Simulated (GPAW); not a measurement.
Set up this calculation in GPAW 26.7.0, as an ASE script.

```
Task                : relaxation of cell and atoms
Functional          : RPBE
Dispersion          : D3(BJ)
Potentials or basis : the program's PAW data sets (release 1.2.1) made for this functional
Cutoff              : 600 eV
Basis               : pw
k mesh              : 9 × 9 × 4
Occupations         : fermi-dirac, width 0.05 eV
Spin                : no spin polarisation
Maxiter             : 150
Optimizer           : FIRE
Fmax                : 0.01 eV/Å
Max steps           : 100
Convergence         : density=1e-05 forces=0.0001
```

The structure of MoS2 lies in MoS2.xyz:

```xyz
3
Lattice="3.2274645616 0.0000000000 0.0000000000 -1.6137322808 2.7950663001 0.0000000000 0.0000000000 0.0000000000 6.3124734200" Properties=species:S:1:pos:R:3 pbc="T T T"
Mo     0.0000000000      0.0000000000      3.1562367100
S      1.6137322810      0.9316887666      4.7007769989
S     -0.0000000002      1.8633775335      1.6116964211
```

Measurements of this composition are mostly on another form, of space group No. 194.

The input as run:

run.py

```python
from ase.calculators.mixing import SumCalculator
from ase.filters import FrechetCellFilter
from ase.io import read, write
from ase.optimize import FIRE
from dftd3.ase import DFTD3
from gpaw import GPAW, PW

atoms = read('MoS2.xyz')

calc = GPAW(mode=PW(600),
            xc='RPBE',
            kpts={'size': (9, 9, 4), 'gamma': True},
            occupations={'name': 'fermi-dirac', 'width': 0.05},
            nbands=25,
            convergence={'density': 1e-05, 'forces': 0.0001},
            maxiter=150,
            txt='gpaw.txt')
atoms.calc = SumCalculator([calc, DFTD3(method='rpbe', damping='d3bj')])
opt = FIRE(FrechetCellFilter(atoms), trajectory='relax.traj', logfile='-')
done = opt.run(fmax=0.01, steps=100)
calc.write('gs.gpw')
write('result.traj', atoms)
print('Converged:', done)
print('Cell:', atoms.cell.cellpar().round(4))
print('Volume:', round(atoms.get_volume(), 4))
print(atoms.get_scaled_positions().round(5))
```

Potentials or basis: the program's PAW data sets (release 1.2.1) made for this functional, pw.

Command:

```sh
$ OMP_NUM_THREADS=1 python run.py
```

It gave:

| Property | Result |
| --- | --- |
| Relaxed volume | 13.72 Å³/atom |
| Relaxed cell | a = 3.009 Å, b = 3.009 Å, c = 5.247 Å, α = 90.00°, β = 90.00°, γ = 120.00° |
| Space group after relaxing (to 0.05 Å) | P-3m1 (No. 164) |
| Energy gained by relaxing | 265.6 meV/atom |
| Ionic steps | 49 |
| Pressure after relaxing | -0.1 GPa |
| Largest force after relaxing | 0.007 eV/Å |
| Band gap on the k mesh | none (metal or under the smearing width) |
| Dispersion energy per atom | -2.490 eV |

Caveat: later steps reuse the first step's grids; the volume moved by over 15 % at a fixed basis, so the end points are rough.

It took 19 min on 1 thread of Arm Neoverse V2 (shared host), peak memory 0.41 GiB.
